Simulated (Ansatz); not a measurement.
# TaC: one crystal by all-electron and frozen-core methods, part 1 of 2

The same cell of TaC is computed with LAPW, all electrons, PAW on the default files and datasets made for this crystal, to set the results side by side.

Program: Ansatz 0.2.0. Level of theory: DFT LDA, scalar-relativistic. These are calculated values, not measurements.

## 1. The starting structure

The structure is cubic, space group Fm-3m (No. 225). The conventional cell has a = 4.454 Å, b = 4.454 Å, c = 4.454 Å, α = 90.00°, β = 90.00°, γ = 90.00°. Around Ta (site symmetry m-3m) lie 6 C at 2.23 Å. C (site symmetry m-3m) is surrounded by 6 Ta at 2.23 Å.

As a file:

```cif
data_structure
_symmetry_space_group_name_H-M 'P 1'
_symmetry_Int_Tables_number 1
_cell_length_a 3.1495
_cell_length_b 3.1495
_cell_length_c 3.1495
_cell_angle_alpha 60.000
_cell_angle_beta 60.000
_cell_angle_gamma 60.000
_cell_volume 22.09
loop_
_atom_site_label
_atom_site_type_symbol
_atom_site_fract_x
_atom_site_fract_y
_atom_site_fract_z
_atom_site_occupancy
Ta1 Ta 0.00000 0.00000 0.00000 1
C1 C 0.50000 0.50000 0.50000 1
```

The cell comes from a crystallographic database entry that wasn't checked; take it as a given geometry, which may be far from equilibrium.

Atoms are numbered in the order of the input: Ta1, C2.

## 2. LAPW, all electrons

Input file input.yaml:

```yaml
crystal:
  lattice:
    - [0.0, 2.227, 2.227]
    - [2.227, 0.0, 2.227]
    - [2.227, 2.227, 0.0]
  atoms:
    - { symbol: Ta, position: [0.0, 0.0, 0.0] }
    - { symbol: C, position: [0.5, 0.5, 0.5] }
kpoints:
  mp_grid: { grid: [16, 16, 16] }
  band_path:
    path:
      - [0.0, 0.0, 0.0]
      - [0.5, 0.0, 0.5]
      - [0.625, 0.25, 0.625]
      - [0.375, 0.375, 0.75]
      - [0.0, 0.0, 0.0]
      - [0.5, 0.5, 0.5]
      - [0.5, 0.25, 0.75]
      - [0.5, 0.0, 0.5]
    npoints: 14
scf:
  occupations: { method: fermi_dirac, width: 0.05 }
hamiltonian:
  xc: lda
  pseudopotentials: { kind: all_electron, lapw: { basis_error: 0.001 } }
output:
  forces: true
  stress: true
  eigenvalues: true
  populations: true
  dos: { projected: true, de: 0.2, e_range: [-14, 8] }
```

The run is started by

```console
$ ansatz run input.yaml --threads 1 --pin off --max-ram 3072MiB --backend cpu --events-out ev --progress --plain --runs-dir out
```

The program printed:

```text
Ta: projections on atomic orbitals take those of the free atom 1s2 2s2 2p6 3s2 3p6 3d10 4s2 4p6 4d10 4f14 5s2 5p6 5d3 6s2, of charge +0.00 (hamiltonian.pseudopotentials.projection_atoms)
C: projections on atomic orbitals take those of the free atom 1s2 2s2 2p2, of charge +0.00 (hamiltonian.pseudopotentials.projection_atoms)
LAPW: plane waves up to 9.295 Å⁻¹, error target 1.0e-3 eV per atom; small_component_spin mean_spin; C in spheres of 0.915 Å, 6 of its electrons in bands, Dirac shells []; Ta in spheres of 1.312 Å, 43 of its electrons in bands, Dirac shells []
Engine: ansatz 0.2.0
Pseudopotentials: kind: all_electron
Pseudopotential: Ta, LAPW, valence charge 43, Koelling and Harmon's equation, gaussian nucleus
Pseudopotential: C, LAPW, valence charge 6, Koelling and Harmon's equation, gaussian nucleus
Functional definition: SPW92
  exchange = slater_x
  correlation = pw_c
Crystal: 2 atoms, lattice volume = 22.090 Å³
Basis set: ecut = 329.15326891153336 eV, 307 PW (Γ), exchange–correlation at level 2
Bands: 30, of which v1, the nominal top of the filled ones, is band 25 counted from 1 (24 counted from 0)
Symmetry: 48 space group operations
Space group: Fm-3m (ITA 225), of the structure as read, at distance tolerance 2.8e-5 Å
k-points: 145 of 4096
Non-local potential: Ta, projectors of the file, none
Non-local potential: C, projectors of the file, none
Initial density: superposition of atomic densities (chi_scale 0.1, normalization cell, long waves kept (reshape's long-wave potential 0.00 eV rms))
Initial wavefunctions: plane waves of lowest kinetic energy (no species holds an atomic orbital)
Functional: x = slater, c = lda
iter 1 solved again at ethr=1.14e-2 eV; its pass at ethr=1.00e-1 eV (dr2=5.59e0 eV) is discarded
SCF iter   1: F=—  HF=-425352.046981 eV  |F-HF|=—  |Δ(HF+E_count)|=         —  Δρ=1.40e-1  dr2=5.59e0  ethr=1.14e-2  ⟨swp⟩=2.0  Hψ=26253  notcnv=0
preconditioner: auto → Kerker (q_TF=auto, 3.116 Å⁻¹)  [metal: Δε(μ)=0.047 eV  Ē_g=23.295 eV  σ=0.050 eV  W_gap=0.22  n_scr=14 (ndim 8)  ℏωp=42.5 eV  f_vac=0.000  D(μ)=0.66/eV (n_scr^D=0)]
iter 2 solved again at ethr=5.42e-4 eV; its pass at ethr=1.14e-2 eV (dr2=2.65e-1 eV) is discarded
SCF iter   2: F=—  HF=-425350.042061 eV  |F-HF|=—  |Δ(HF+E_count)|=    2.00e0  Δρ=3.18e-2  dr2=2.65e-1  ethr=5.42e-4  ⟨swp⟩=2.0  Hψ=22077  notcnv=0
SCF iter   3: F=—  HF=-425350.001512 eV  |F-HF|=—  |Δ(HF+E_count)|=         —  Δρ=2.91e-2  dr2=2.54e-1  ethr=5.41e-4  ⟨swp⟩=2.0  Hψ=13066  notcnv=0
the basis was enlarged: its passes take 121.9 KiB over the memory plan, 1 of 1 planned eigensolver slots
SCF iter   4: F=—  HF=-425350.000545 eV  |F-HF|=—  |Δ(HF+E_count)|=   9.67e-4  Δρ=1.52e-2  dr2=7.08e-2  ethr=5.19e-4  ⟨swp⟩=2.0  Hψ=12077  notcnv=0
SCF iter   5: F=—  HF=-425349.953643 eV  |F-HF|=—  |Δ(HF+E_count)|=   4.69e-2  Δρ=3.60e-3  dr2=3.00e-3  ethr=1.44e-4  ⟨swp⟩=2.6  Hψ=13266  notcnv=0
SCF iter   6: F=—  HF=-425349.952039 eV  |F-HF|=—  |Δ(HF+E_count)|=   1.60e-3  Δρ=1.29e-3  dr2=4.94e-4  ethr=6.11e-6  ⟨swp⟩=2.0  Hψ=12775  notcnv=0
SCF iter   7: F=—  HF=-425349.951986 eV  |F-HF|=—  |Δ(HF+E_count)|=   5.24e-5  Δρ=3.84e-4  dr2=3.58e-5  ethr=1.01e-6  ⟨swp⟩=2.0  Hψ=12785  notcnv=0
SCF iter   8: F=—  HF=-425349.951987 eV  |F-HF|=—  |Δ(HF+E_count)|=   9.52e-7  Δρ=1.42e-4  dr2=5.05e-6  ethr=7.30e-8  ⟨swp⟩=2.0  Hψ=12784  notcnv=0
SCF iter   9: F=—  HF=-425349.951985 eV  |F-HF|=—  |Δ(HF+E_count)|=   2.13e-6  Δρ=4.26e-5  dr2=4.36e-7  ethr=1.03e-8  ⟨swp⟩=2.5  Hψ=13031  notcnv=0
SCF iter  10: F=-425349.951985 eV  HF=-425349.951985 eV  |F-HF|=2.86e-8  |Δ(HF+E_count)|=   1.00e-7  Δρ=1.08e-5  dr2=2.80e-8  ethr=8.89e-10  ⟨swp⟩=2.5  Hψ=12995  notcnv=0
SCF 1 converged in 10 iterations: F = -425349.951985 eV  dr2 = 2.80e-8
NSCF: frozen V_eff on 99 k-points
SCF converged after 10 iterations
Free energy (F): -425349.951985 eV
Harris-Foulkes:  -425349.951985 eV  (|F-HF|=2.86e-8)
Internal energy: -425349.948732 eV  (E = F + TS)
E sigma→0 (E₀):  -425349.950359 eV
Entropy (-TS):   -0.003253 eV (-1.626 meV/atom)
Fermi energy:    24.760464 eV
--- Per-component energies (eV) ---
  E_band       = -4544.523113
  E_kinetic    = 474551.720867
  E_xc         = -8511.673981
  E_electrostatic = -891389.995619  (all electrons and nuclei)
  E_smearing   = -0.003253  (= −TS)
  E_closure    = 0.000000  (closes the sum)
  E_atoms      = -425327.659386  (free atoms, spherical and without spin; not in F)
  Σ components = -425349.951985   (vs F -425349.951985, Δ=0.00e0)
  Basis errors (estimates in eV, not in F): energy 3.6e-4 per atom: plane waves 3.3e-4 (1.8e-4 summed), levels above the bands 9.6e-90, relativity 8.7e-9, radial functions 2.9e-5, core shells 2.1e-7; eigenvalues (radial functions only) 3.8e-6; not estimated: angular momenta, meshes, grids; target (lapw.basis_error) 1.0e-3; muffin-tin radii C 0.915 Å, Ta 1.312 Å
--- Forces (eV/Å), atoms counted from 1 ---
  atom   1  Ta    -0.00000000    -0.00000000    -0.00000000
  atom   2  C      0.00000000     0.00000000    -0.00000000
  max |Σ_I F_I| component: 1.12e-30 eV/Å
--- Stress (GPa, compression-positive) ---
       -9.399543       0.000000       0.000000
        0.000000      -9.399543       0.000000
        0.000000       0.000000      -9.399543
  P = ⅓ Tr σ = -9.3995 GPa (-93.995 kbar)
--- Band table (eV; the first three rows and the last of 145) ---
  k-point 0: bands = ["-370.3222", "-370.3222", "-370.3222", "-238.2158", "-192.4065", "-192.4065", "-192.4065", "-192.4024", "-192.4024", "-43.9106", "-10.1829", "-10.1829", "-10.1829", "4.2661", "4.2670", "4.2670", "4.2670", "4.3146", "4.3146", "4.3146", "10.1532", "23.4228", "23.4228", "23.4228", "24.3503", "24.3503", "24.3503", "25.4181", "25.4181", "31.4797"]
  k-point 1: bands = ["-370.3222", "-370.3222", "-370.3222", "-238.2158", "-192.4065", "-192.4065", "-192.4065", "-192.4024", "-192.4024", "-43.9088", "-10.2121", "-10.1858", "-10.1858", "4.2663", "4.2672", "4.2682", "4.2682", "4.3133", "4.3133", "4.3147", "10.2645", "22.8520", "23.1942", "23.1942", "23.9443", "23.9443", "24.6938", "26.2704", "26.2704", "31.6882"]
  k-point 2: bands = ["-370.3222", "-370.3222", "-370.3222", "-238.2158", "-192.4065", "-192.4065", "-192.4065", "-192.4024", "-192.4024", "-43.9037", "-10.2944", "-10.1942", "-10.1942", "4.2648", "4.2702", "4.2715", "4.2715", "4.3095", "4.3095", "4.3148", "10.5897", "21.8459", "22.3430", "22.3430", "24.0938", "24.0938", "25.1064", "27.6145", "27.6145", "32.2328"]
  k-point 144: bands = ["-370.3222", "-370.3222", "-370.3222", "-238.2158", "-192.4065", "-192.4065", "-192.4065", "-192.4024", "-192.4024", "-43.8481", "-10.6334", "-10.6334", "-10.4457", "4.2822", "4.2822", "4.2847", "4.2892", "4.2933", "4.2933", "4.3000", "13.1890", "19.5283", "19.8545", "19.8545", "26.3929", "26.3929", "28.8512", "29.7207", "31.2186", "37.2133"]
--- Löwdin populations: 2 sites ---
  site symbol       q [e]
     0     Ta     72.2107
     1      C      6.7415
  spilling = 0.000606 (of n_electrons = 79.000000)
```

Run time: 49 s. Hardware: 1 thread of Arm Neoverse V2, shared host; peak memory 0.54 GiB.

Result: pressure -9.40 GPa; no gap.

At the corners of the path (eV, zero at the Fermi level):

| point | band 22 | band 23 | band 24 | band 25 | band 26 | band 27 | band 28 |
| --- | --- | --- | --- | --- | --- | --- | --- |
| Γ | -1.34 | -1.34 | -1.34 | -0.41 | -0.41 | -0.41 | 0.66 |
| X | -4.52 | -4.49 | -1.67 | -1.67 | 2.61 | 4.08 | 4.08 |
| U | -5.83 | -4.79 | -3.77 | -0.58 | 3.14 | 3.98 | 6.30 |
| K | -5.83 | -4.79 | -3.77 | -0.58 | 3.14 | 3.98 | 6.30 |
| Γ | -1.34 | -1.34 | -1.34 | -0.41 | -0.41 | -0.41 | 0.66 |
| L | -8.67 | -5.44 | -5.44 | 2.70 | 2.70 | 3.69 | 5.49 |
| W | -5.23 | -4.91 | -4.91 | 1.63 | 1.63 | 4.09 | 4.96 |
| X | -4.52 | -4.49 | -1.67 | -1.67 | 2.61 | 4.08 | 4.08 |

States per cell in windows of 1 eV (zero at the Fermi level; grid of 0.20 eV, so sharp peaks spill over the borders):

| from | to | total | Ta 5d | C 2p |
| --- | --- | --- | --- | --- |
| -10 | -9 | 0.00 | 0.00 | 0.00 |
| -9 | -8 | 0.05 | 0.02 | 0.02 |
| -8 | -7 | 0.39 | 0.15 | 0.17 |
| -7 | -6 | 0.78 | 0.29 | 0.38 |
| -6 | -5 | 0.82 | 0.33 | 0.42 |
| -5 | -4 | 2.79 | 1.34 | 1.34 |
| -4 | -3 | 0.78 | 0.37 | 0.38 |
| -3 | -2 | 0.36 | 0.15 | 0.20 |
| -2 | -1 | 0.38 | 0.18 | 0.19 |
| -1 | 0 | 0.57 | 0.37 | 0.17 |
| 0 | 1 | 0.70 | 0.50 | 0.16 |
| 1 | 2 | 0.93 | 0.71 | 0.17 |
| 2 | 3 | 1.48 | 1.19 | 0.22 |
| 3 | 4 | 1.76 | 1.32 | 0.33 |
| 4 | 5 | 1.10 | 0.82 | 0.20 |

## 3. PAW on the default files

Changes to input.yaml since step 2:

```diff
@@ -25,3 +25,3 @@
   xc: lda
-  pseudopotentials: { kind: all_electron, lapw: { basis_error: 0.001 } }
+  pseudopotentials: { kind: paw }
 output:
@@ -30,3 +30,9 @@
   eigenvalues: true
+  efg: { contact_densities: true }
   populations: true
+  bader: true
   dos: { projected: true, de: 0.2, e_range: [-14, 8] }
+  write_density: true
+  write_potential: true
+  elf: true
+  volumetric_format: npy
```

The run is started by

```console
$ ansatz run input.yaml --threads 1 --pin off --max-ram 3072MiB --backend cpu --events-out ev --progress --plain --runs-dir out
```

The program printed:

```text
Ta: output.efg is read without spin–orbit coupling, which moves field gradients at and beside such atoms by some per cent and up to a factor of two; PAW files take it under magnetization.noncollinear and magnetization.spin_orbit
[... 1 set-up line as earlier in the session ...]
Pseudopotentials: kind: paw
Pseudopotential: Ta, paw, valence charge 13, recommended cutoff 420 eV (normal)
Pseudopotential: C, paw, valence charge 4, recommended cutoff 420 eV (normal)
[... 3 set-up lines as earlier in the session ...]
Crystal: 2 atoms, lattice volume = 22.090 Å³
Basis set: ecut = 420 eV, 411 PW (Γ)
Bands: 13, of which v1, the nominal top of the filled ones, is band 9 counted from 1 (8 counted from 0)
[... 2 set-up lines as earlier in the session ...]
k-points: 145 of 4096
Non-local potential: Ta, projectors of the file, l = 0: 3, l = 1: 2, l = 2: 2, l = 3: 1
Non-local potential: C, projectors of the file, l = 0: 2, l = 1: 2, l = 2: 1
PAW form: soft (Blöchl's): semilocal exchange-correlation on the pseudo side does not see the compensation charge
PAW frozen core: Ta, regenerated for the run's functional, and the local potential with it (the file was generated under x = pbe(κ = 0.804, μ = 0.2195149727645171), c = pbe(β = 0.06672455060314922))
PAW frozen core: C, regenerated for the run's functional, and the local potential with it (the file was generated under x = pbe(κ = 0.804, μ = 0.2195149727645171), c = pbe(β = 0.06672455060314922))
PAW one-centre angular grid: Ta, 590 points (default); XC on 64 Gauss nodes
PAW one-centre angular grid: C, 110 points (default); XC on 64 Gauss nodes
Initial density: superposition of atomic densities (neutral atoms: chi_scale 0, normalization atom), corrected by the library's trained network
Initial wavefunctions: pseudopotential atomic-orbital guess
[... 1 set-up line as earlier in the session ...]
SCF iter   1: F=—  HF=-9926.963309 eV  |F-HF|=—  |Δ(HF+E_count)|=         —  Δρ=7.45e-3  dr2=1.43e-2  ethr=1.77e-3  ⟨swp⟩=6.0  Hψ=10031  notcnv=0
preconditioner: auto → none  [metal: Δε(μ)=0.028 eV  Ē_g=10.202 eV  σ=0.050 eV  W_gap=0.14  n_scr=8 (ndim 8)  ℏωp=23.7 eV  f_vac=0.000  D(μ)=0.39/eV (n_scr^D=0)  sad-step TF]
SCF iter   2: F=—  HF=-9926.961869 eV  |F-HF|=—  |Δ(HF+E_count)|=   1.44e-3  Δρ=5.26e-3  dr2=7.69e-3  ethr=8.42e-5  ⟨swp⟩=1.0  Hψ=3052  notcnv=0
SCF iter   3: F=—  HF=-9926.960058 eV  |F-HF|=—  |Δ(HF+E_count)|=   1.81e-3  Δρ=8.30e-4  dr2=1.24e-4  ethr=4.53e-5  ⟨swp⟩=2.3  Hψ=2334  notcnv=0
SCF iter   4: F=—  HF=-9926.960015 eV  |F-HF|=—  |Δ(HF+E_count)|=   4.21e-5  Δρ=1.59e-4  dr2=1.96e-6  ethr=7.31e-7  ⟨swp⟩=2.1  Hψ=2365  notcnv=0
SCF iter   5: F=—  HF=-9926.960018 eV  |F-HF|=—  |Δ(HF+E_count)|=   2.22e-6  Δρ=1.79e-5  dr2=2.45e-8  ethr=1.15e-8  ⟨swp⟩=2.3  Hψ=2820  notcnv=0
SCF iter   6: F=-9926.960018 eV  HF=-9926.960018 eV  |F-HF|=2.40e-10  |Δ(HF+E_count)|=   8.06e-9  Δρ=2.99e-6  dr2=5.70e-10  ethr=1.44e-10  ⟨swp⟩=6.0  Hψ=10229  notcnv=0
SCF 1 converged in 6 iterations: F = -9926.960018 eV  dr2 = 5.70e-10
NSCF: frozen V_eff on 99 k-points
SCF converged after 6 iterations
Free energy (F): -9926.960018 eV
Harris-Foulkes:  -9926.960018 eV  (|F-HF|=2.40e-10)
Internal energy: -9926.956790 eV  (E = F + TS)
E sigma→0 (E₀):  -9926.958404 eV
Entropy (-TS):   -0.003228 eV (-1.614 meV/atom)
Fermi energy:    19.645573 eV
--- Per-component energies (eV) ---
  E_band       = -69.087854
  E_kinetic    = 457.214734
  E_local      = -559.443193  (includes V_loc(G=0)·N_el)
  E_nonlocal   = 47.700823
  E_hartree    = 188.376371
  E_xc         = -266.163635
  E_vxc        = -265.468795  (∫ρ·V_xc dr)
  E_paw        = -8240.662505  (= ΣΔE_a)
  E_vpaw       = -125.844122  (= ΣTr[D̂ρ^β])
  E_aug_tail   = 0.000143  (compensation charges beyond the density's cutoff)
  E_ewald      = -1554.301263
  E_core_change = 0.321735  (= ΣΔE_core)
  E_smearing   = -0.003228  (= −TS)
  E_closure    = 0.000000  (closes the sum)
  Σ components = -9926.960018   (vs F -9926.960018, Δ=0.00e0)
--- Forces (eV/Å), atoms counted from 1 ---
  atom   1  Ta    -0.00000000     0.00000000     0.00000000
  atom   2  C      0.00000000     0.00000000     0.00000000
  max |Σ_I F_I| component: 5.72e-30 eV/Å
--- Stress (GPa, compression-positive) ---
       -9.241115      -0.000000      -0.000000
        0.000000      -9.241115       0.000000
       -0.000000       0.000000      -9.241115
  P = ⅓ Tr σ = -9.2411 GPa (-92.411 kbar)
--- PAW observables at the nuclei: V_zz in 10²¹ V/m², potentials from the cell's mean, atoms counted from 1 ---
  atom   1  Ta V_zz =    -0.000000   η = 0.0000   by run symmetry: forbidden
            electrostatic potential = -14500.564892 V   contact ρ = 8123650.710475 e/Å³
  atom   2  C  V_zz =    -0.000000   η = 0.0000   by run symmetry: forbidden
            electrostatic potential = -430.761671 V   contact ρ = 851.981636 e/Å³
--- Band table (eV; the first three rows and the last of 145) ---
  k-point 0: bands = ["-49.0182", "-15.2868", "-15.2868", "-15.2868", "5.0386", "18.3099", "18.3099", "18.3099", "19.2302", "19.2302", "19.2302", "20.3080", "20.3080"]
  k-point 1: bands = ["-49.0164", "-15.3160", "-15.2898", "-15.2898", "5.1493", "17.7350", "18.0780", "18.0780", "18.8287", "18.8287", "19.5757", "21.1588", "21.1588"]
  k-point 2: bands = ["-49.0114", "-15.3983", "-15.2981", "-15.2981", "5.4731", "16.7255", "17.2240", "17.2240", "18.9804", "18.9804", "19.9897", "22.5033", "22.5033"]
  k-point 144: bands = ["-48.9555", "-15.7374", "-15.7374", "-15.5495", "8.0618", "14.4064", "14.7326", "14.7326", "21.2785", "21.2785", "23.7396", "24.6114", "26.1057"]
--- Löwdin populations: 2 sites ---
  site symbol       q [e]
     0     Ta     12.1757
     1      C      4.7704
  spilling = 0.003170 (of n_electrons = 17.000000)
--- Bader charges: 2 sites ---
  site symbol  charge [e]  shift [e]
     0     Ta      1.8194     0.0036
     1      C     -1.8194     0.0036
  estimated error of the sums over rays = 6.3e-4 e
```

It took 18 s on 1 thread of Arm Neoverse V2, shared host; peak memory 0.37 GiB.

Read from it: pressure -9.24 GPa; no gap.

| atom | Bader charge (e) | basin volume (Å³) |
| --- | --- | --- |
| Ta1 | +1.82 | 11.11 |
| C2 | -1.82 | 10.98 |

The fields are shown in the conventional cell of this run's space group, carried over from its grid by interpolation.

Density in a lattice plane of the grid's cell (edges 4.45 and 4.45 Å, at 0.000 of the third edge), which holds Ta and C.

Ten even steps from '0' (0.25 e/Å³) to '9' (4.43 e/Å³):
```
899731001233333210014799
997520000122322100002579
654210000011111000001245
221000000000100000000012
000000000000000000000000
100000000012221000000000
111000001245654210000011
322100002579997520000122
333210013799899741001233
333210014898689841001233
333210014799899731001233
322100002579997520000122
111000001245654210000011
100000000012221000000000
000000000000000000000000
221000000000100000000012
654210000011111000001245
997520000122322100002579
899741001233333210013799
689841001233333210014898
```
Columns run along the first of these edges and rows up along the second, over one cell in 24 and 20 even steps from the bottom left corner. Atoms in the plane (fractional): Ta at (0.00, 0.00), Ta at (0.50, 0.50), C at (0.00, 0.50), C at (0.50, 0.00).

ELF in the same plane.

Ten even steps from '0' (0.00) to '9' (0.77):
```
247974369973137996347974
789853369998789996335898
887532368999999986323578
543222346677777664322234
333333333333333333333333
777664322234543222346677
999986323578887532368999
789996335898789853369998
137996347974247974369973
015996347861016874369951
137996347974247974369973
789996335898789853369998
999986323578887532368999
777664322234543222346677
333333333333333333333333
543222346677777664322234
887532368999999986323578
789853369998789996335898
247974369973137996347974
016874369951015996347861
```
Columns run along the first of these edges and rows up along the second, over one cell in 24 and 20 even steps from the bottom left corner. Atoms in the plane (fractional): Ta at (0.00, 0.00), Ta at (0.50, 0.50), C at (0.00, 0.50), C at (0.50, 0.00).

Both are smooth fields of the valence electrons: close to the nuclei they are not physical.

Outside the cores ELF peaks at 0.78 in the shell around C, 0.7 Å from C.

(Continued in part 2 of 2.)
